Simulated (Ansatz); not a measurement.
Computed with DFT PBE, scalar-relativistic, plane waves, PAW in Ansatz 0.2.0. All cells share a 420 eV cutoff and Γ-centred k meshes spaced at most about 0.3 Å⁻¹ (about 0.25 or finer for metals, 2π included). No spin polarisation.

Temperature and zero-point effects are left out.

Compare these two cells of Bi₄Te, each relaxed at this level.

A.

```
Bi Te
1.0
     5.90598    0.00000    0.00000
     0.00000    5.90598    0.00000
     0.00000    0.00000    5.90598
Bi Te
4 1
Direct
  0.31063 0.31063 0.31063
  0.68937 0.68937 0.31063
  0.31063 0.68937 0.68937
  0.68937 0.31063 0.68937
  0.00000 0.00000 0.00000
```

B.

```
Bi Te
1.0
    -3.61825    3.61825    3.61825
     3.61825   -3.61825    3.61825
     3.61825    3.61825   -3.61825
Bi Te
4 1
Direct
  0.00000 0.00000 0.50000
  0.50000 0.00000 0.00000
  0.00000 0.50000 0.00000
  0.50000 0.50000 0.50000
  0.00000 0.00000 0.00000
```

Question: Which would you expect to be lower, and how large is the difference?

Answer: B is lower, by 45 meV/atom. A has space group P-43m (No. 215), 41.2 Å³/atom and no gap on its mesh; B has space group Im-3m (No. 229), 37.9 Å³/atom and no gap. Counting Bi atoms around Te (those within 1.25 times the shortest such distance or 1.15 times the sum of covalent radii, 1.27 where that leaves under three), A has Te 4 and B has Te 8. The denser one is the lower, and pressure would at first widen the difference. Even the lower one lies +0.31 eV/atom against the reference forms of the elements (uncorrected), so neither is stable at this level. Both come from invented guesses. The lowest form computed isn't among them: it has space group P6/mmm (No. 191), 35.9 Å³/atom and lies 201 meV/atom below the best shown.

These runs have no spin–orbit coupling, which can matter for Bi and Te. Cells relaxed within their symmetry can be saddle points. Some candidate types were left out of the draw beforehand, so a known form may be missing.
